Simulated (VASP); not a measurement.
# C₂NH₅: harmonic vibrations of a molecule, by functional

C₂NH₅, molecule in box, 8 atoms in the cell.

| Functional | Zero-point energy (eV) | Vibrational entropy at 298 K (meV/K) | Displaced cells | Ionic steps, all stages | Electronic steps, all stages |
|---|---|---|---|---|---|
| PBE | 1.795 | 0.153 | 48 | 83 | 1260 |
| RPBE | 1.792 | 0.157 | 48 | 87 | 1331 |

## Input of the first row

INCAR.step1:
```
SYSTEM = H5C2N
ALGO     = Normal         ! electronic algorithm
EDIFF    = 1E-8           ! SCF threshold, eV
EDIFFG   = -0.002         ! ionic threshold
ENCUT    = 400            ! plane-wave cutoff, eV
IBRION   = 2              ! ionic algorithm
ISIF     = 2              ! what is computed and relaxed
ISMEAR   = 0              ! smearing method
ISYM     = 0            
LASPH    = .True.         ! aspherical terms in the spheres
LCHARG   = .False.        ! write CHGCAR
LREAL    = .False.        ! projectors in reciprocal space
LWAVE    = .False.        ! write WAVECAR
NELM     = 100            ! most SCF steps
NSW      = 60             ! ionic steps
POTIM    = 0.5            ! step
PREC     = Accurate       ! precision mode
SIGMA    = 0.01           ! smearing width, eV
```

INCAR.step2, as INCAR.step1 but for:
```
- EDIFFG = -0.002
- IBRION = 2
- ISIF = 2
- NSW = 60
- POTIM = 0.5
+ IBRION = 5
+ NFREE = 2
+ NSW = 1
+ POTIM = 0.015
```

KPOINTS:
```
k-points
0
Gamma
  1 1 1
```

POSCAR.step1:
```
H5C2N
1.0
   12.0000000000      0.0000000000      0.0000000000
    0.0000000000     12.0000000000      0.0000000000
    0.0000000000      0.0000000000     12.0000000000
C N H
2 1 5
Direct
    0.4510625000      0.5683125000      0.4534000000
    0.5622291700      0.4589291700      0.5665166700
    0.5474208300      0.5320458300      0.4726416700
    0.3781541700      0.5469458300      0.5046833300
    0.4375375000      0.6237458300      0.3827666700
    0.4850125000      0.4426625000      0.6131500000
    0.5966041700      0.3797541700      0.5373416700
    0.6240125000      0.4950458300      0.6229000000
```

Commands (each step's output is kept before the next begins):
```
cat potpaw_PBE.64/C/POTCAR potpaw_PBE.64/N/POTCAR potpaw_PBE.64/H/POTCAR > POTCAR
cp INCAR.step1 INCAR
cp POSCAR.step1 POSCAR
mpirun -np 4 vasp_gam > vasp.out
cp CONTCAR POSCAR
cp INCAR.step2 INCAR
mpirun -np 4 vasp_gam > vasp.out
```

Changes of the last row against the first:
```
(all steps)
+ GGA = RP
```

VASP 6.6.1 took 1120 s on 4 cores (AMD EPYC 7R43 (Zen 3)), a shared host.
